Changing the light absorption or the charge transport of lead monoxide by substitution starts with a choice: replace some of the lead, or some of the oxygen. That choice depends on whose orbitals form the highest filled states and the lowest empty ones. For lead the open point is the pair of 6s electrons that the formal charge Pb(II) leaves on the metal. A density-functional calculation (PBE) sorts the states by energy and shows where this pair sits.

PbO (P4/nmm, four-atom cell, fixed atoms), computed with Ansatz 0.2.0: scalar-relativistic PBE without spin-orbit coupling or spin polarisation, PAW, plane-wave cutoff 500 eV, 8x8x6 k mesh, Gaussian smearing of 0.05 eV. Both window limits are relative to the Fermi level; states are counted in electrons per cell, and shares are those of Loewdin projections.

```
bottom of the window, from the Fermi level (eV)  top of the window (eV)  states in the window (per cell)  share of O 2s  share of Pb 6p  share of Pb 6s  share of O 2p  share of Pb 5d
                                         -18.86                  -18.28                             4.00           0.63            0.09            0.03           0.00            0.24
                                         -16.62                  -14.99                            20.00           0.04            0.00            0.00           0.00            0.94
                                          -9.22                   -0.55                            16.00           0.02            0.15            0.21           0.61            0.00
                                          -9.21                   -6.32                             3.84           0.04            0.04            0.65           0.26            0.00
                                          -6.32                   -3.45                             4.29           0.01            0.24            0.04           0.70            0.00
                                          -1.18                   -0.57                             0.47           0.00            0.11            0.24           0.64            0.00
                                           0.56                    1.17                             0.07           0.12            0.78            0.03           0.06            0.00
```

Energies are counted from the Fermi level, which here lies in the middle of the gap. A share is the part of a window's states that projects onto one kind of atomic orbital, for example the 6s orbitals of lead. The row that begins at -9.22 eV covers the whole valence group, so it contains the rows that begin at -9.21, -6.32 and -1.18 eV, and also the stretch between -3.45 and -1.18 eV, which has no row of its own. How the weight is divided between overlapping neighbours is a convention, and the shares are therefore no measure of ionic charge.

On the way up through the valence group, the Pb 6s share falls from 0.65 in the lowest window to 0.04 in the middle one. At the top edge it is back at 0.24. A single atomic level, broadened a little by the crystal, would appear once and not return. Three explanations can be held against this pattern.

The tempting one starts from the free ion. The outermost electrons of Pb(II) are the 6s pair, so it seems natural that this pair should form the highest filled states of the oxide, above the electrons of oxygen. The table contradicts it: about three quarters of the valence 6s weight lies in the lowest window, and at the top edge O 2p outweighs Pb 6s by more than two to one. The argument fails because it ranks the electrons of lead among themselves, whereas the order in the solid depends on where they lie relative to those of oxygen.

The second explanation goes to the other extreme. It takes the 6s pair as inert, lying below the oxygen levels and mixing with nothing. The lowest window would then be almost pure Pb 6s, and the top edge would have none. In fact O 2p supplies 0.26 of the lowest window, and 6s makes up about a quarter of the edge. Shares averaged over a window cannot by themselves tell mixed states from pure ones lying side by side. But the two lead atoms are equivalent, and a single inert level gives no reason for 6s states at the bottom and at the top with almost none between. The inert pair gives the right place for most of the 6s weight, but it has no room for its return.

The third explanation is mixing. When a lower and a higher orbital overlap, they form two new states. One is pushed down and consists mostly of the lower orbital; the other is pushed up and consists mostly of the higher one, with an admixture of the lower. With Pb 6s below O 2p, this gives a bonding band rich in 6s at the bottom and an antibonding band at the top that is mainly O 2p but carries some 6s. Both ends of the observed pattern then have one cause.

The hydrogen fluoride molecule is a simpler case of the same rule. Its bonding orbital sits mostly on fluorine, whose level is the lower one, and its antibonding orbital mostly on hydrogen. The comparison holds for the composition of the two states and no further. In hydrogen fluoride the antibonding orbital is empty, whereas in lead monoxide both combinations are filled, so that this pair of levels adds little net bonding by itself.

Counting orbitals explains the poor middle. The cell holds two lead and two oxygen atoms, hence two 6s and six 2p orbitals, which together take up the 16 valence electrons. In the simplest picture two combinations of the 2p orbitals pair up with the two 6s orbitals, and the other four are left with little 6s. Those four can still bond with the empty 6p orbitals of lead, and the middle window does show a Pb 6p share of 0.24. In the crystal the mixing varies from one wave vector to the next, so the three kinds of state are not cleanly separated in energy.

The mixing can be put into a simple model. Let s be a Pb 6s orbital and p the O 2p combination that it meets, and neglect their overlap in the normalisation. The two states are

lower = a·s + b·p
upper = b·s − a·p, with a² + b² = 1

The minus sign makes the two states orthogonal. The 6s fraction is a² in the lower state and b² = 1 − a² in the upper one, so whatever 6s weight the lower state gives up must appear in its partner.

The lowest window supplies the input. Counting only the 6s and 2p weight there,

a² = 0.65 / (0.65 + 0.26) = 0.71
b² = 1 − 0.71 = 0.29

The top edge, which played no part in this estimate, has 0.24 / (0.24 + 0.64) = 0.27. The model thus gives about the right 6s share at the edge, which neither of the other two explanations does.

The closeness of the two values should not be overrated. The lowest window averages over nearly as many states as a pair of bands holds, while the edge window holds only about half an electron and is coarsely sampled. Between -3.45 and -1.18 eV the mean 6s share is just 0.08, so the edge is much richer in 6s than the average of the states just below it and is not typical of the upper valence band. Theory gives a reason for this: the states with the strongest antibonding admixture are pushed up furthest and collect at the top.

Counting electrons is a harder test, because it covers the whole upper stretch. The two lead atoms bring four 6s electrons. Subtracting those found in the two deep groups, in the lowest valence window and in the middle one leaves

4 − 0.12 − 2.50 − 0.17 = 1.21

for the states above -3.45 eV. The calculation finds 0.69 there, a little over half. Rounding cannot explain the return of 6s, since this amount is several times the possible rounding error, but the closed two-level model overstates it.

Where the other half electron goes is open. It may have moved into empty states, because the antibonding combinations also mix with Pb 6p, and such mixing carries some 6s weight upward across the gap. The lowest empty window holds only 0.07 states, with a coarsely sampled 6s share of 0.03, so nearly all of that weight would have to lie higher. The way in which the projection divides overlapping orbitals may also play a part. So may small shares that the table shows as zero: in the Pb 5d group, with its 20 states, a 6s share of only half a percent would already hold a tenth of an electron. The table does not decide between these sources.

The projection could also be suspected of producing the return itself, if O 2p states simply spilled over into the 6s orbitals of the neighbouring lead. The middle window offers a control, since it is at least as rich in O 2p as the edge. Spill in the same ratio would give the edge a 6s share of about 0.04, far below the 0.24 found. The control excludes a fixed ratio only, because the spill could depend on how the 2p orbitals are oriented. The printed output that follows contains this comparison, the two-level estimate and the electron count.

What chemists call the lone pair of Pb(II) fits into this picture, though not as a pure 6s level. In this layered structure lead has its four oxygen neighbours on one side. Such a lopsided site allows 6s and 6p to mix in the antibonding states, and standard theory derives from this the electron density on the open side of the atom. The edge does contain some Pb 6p, with a share of 0.11. Shares carry neither sign nor direction, however, so the antibonding character and the shape of the lone pair rest on theory here.

Tin monoxide, which has the same layered structure, shows how to carry the reasoning over. The 5s level of tin lies higher than the 6s level of lead, which relativity pulls down, and is therefore closer to O 2p. Closer levels mix more evenly, so the top of the valence band in the tin compound should contain more of the metal's s orbital. The first quantity to ask for in a related oxide is thus the distance between the metal s level and O 2p, and the second is how strongly the two orbitals overlap.

For the choice between lead and oxygen, the two edges give different answers. The highest filled states are mainly O 2p with a substantial part from lead, so replacing either element should move them. The lowest empty states are mainly Pb 6p, with a share of 0.78 in a coarsely sampled window, and should respond above all to a change of the metal. These shares tell which element to try first, not how far an edge will move. PBE makes gaps too small, and spin-orbit coupling, which is left out here, would shift the Pb 6p edge, so a colour or an absorption threshold should not be read from these energies.

The analysis program printed:

```
Projected states per cell:
     row   Pb 6s    O 2p   Pb 6p
  -18.86    0.12       0    0.36
  -16.62       0       0       0
   -9.22    3.36    9.76     2.4
   -9.21   2.496  0.9984  0.1536
   -6.32  0.1716   3.003    1.03
   -1.18  0.1128  0.3008  0.0517
    0.56  0.0021  0.0042  0.0546
All electrons from -3.45 eV to the valence top (per cell): 7.87
Pb 6s electrons from -3.45 eV to the valence top (per cell): 0.6924
Largest rounding error of that 6s number (per cell): 0.1206
Part of the valence 6s weight in the lowest window (percent): 74.29
Part of the valence 6s weight in the middle window (percent): 5.107
Part of the valence 6s weight above -3.45 eV (percent): 20.61
Mean 6s share between -3.45 and -1.18 eV: 0.07832
6s fraction of the 6s and O 2p weight in the lowest window: 0.7143
Two-level prediction of that fraction for the upper partner: 0.2857
Same fraction found at the valence edge: 0.2727
Same fraction found in the middle window: 0.05405
6s share at the edge if it were spill as in the middle window: 0.03657
6s electrons in the two deep groups (per cell): 0.12
6s electrons expected above -3.45 eV if all 4 stayed in filled states: 1.212
6s electrons of the 4 not found in any filled state: 0.52
```
